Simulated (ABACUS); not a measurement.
Input of an ABACUS 3.10.1 run:

INPUT

```
INPUT_PARAMETERS
suffix              KCl
calculation         scf
basis_type          pw
pseudo_dir          ./
symmetry            1
dft_functional      pz
ecutwfc             73
pseudo_rcut         7
nspin               1
nbands              18
ks_solver           dav
smearing_method     fd
smearing_sigma      0.00367493
scf_thr             1e-08
scf_nmax            100
mixing_type         broyden
mixing_beta         0.7
cal_force           1
cal_stress          1
out_chg             1
out_pot             2
out_elf             1
```

STRU

```
ATOMIC_SPECIES
K 39.0983 K.upf
Cl 35.4500 Cl.upf

LATTICE_CONSTANT
1.8897261246

LATTICE_VECTORS
3.8391960000 0.0000000000 0.0000000000
0.0000000000 3.8391960000 0.0000000000
0.0000000000 0.0000000000 3.8391960000

ATOMIC_POSITIONS
Cartesian

K
0.0
1
0.0000000000 0.0000000000 0.0000000000 1 1 1

Cl
0.0
1
1.9195980000 1.9195980000 1.9195980000 1 1 1
```

Contents of KPT:

```
K_POINTS
0
Gamma
6 6 6 0 0 0
```

Potentials or basis: PseudoDojo NC SR 0.4.1 LDA standard, plane waves.

Run with:

```bash
$ OMP_NUM_THREADS=1 mpirun -np 4 abacus > log
```

(1) What does it give for the band gap on the k mesh?

(2) Estimate the pressure.

Results:

(1) 4.36 eV, indirect (least direct gap 4.57 eV).

(2) -3.2 GPa.
